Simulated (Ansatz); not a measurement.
The system is PtS2.

```
CELL_PARAMETERS angstrom
3.54320 0.00000 0.00000
-1.77160 3.06850 0.00000
0.00000 0.00000 5.03880
ATOMIC_POSITIONS crystal
Pt 0.00000 0.00000 0.00000
S 0.66667 0.33333 0.77300
S 0.33333 0.66667 0.22700
```

Base run:

* Program: Ansatz 0.2.0
* Functional: LDA
* Potentials or basis: all-electron LAPW, scalar-relativistic
* Cutoff: 275 eV
* Density cutoff: 1099 eV
* Basis error allowed: 0.002 eV/atom
* k mesh: 9 × 9 × 5
* Occupations: fermi-dirac, width 0.05 eV
* Spin: no spin polarisation

Its results: band gap on the k mesh 0.91 eV, indirect (least direct gap 0.96 eV); pressure 3.6 GPa; largest force 0.805 eV/Å.

The run is repeated on the same cell with these changes: functional from LDA to PBEsol. What comes out?

Band gap on the k mesh 0.96 eV, indirect (least direct gap 1.00 eV); pressure 6.4 GPa; largest force 0.951 eV/Å.

PBEsol binds less tightly than LDA, so the same cell stands under more pressure.

Caveats: spin-orbit coupling is left out, which moves the levels of the heavy elements.

Not every run made on this cell is shown here.
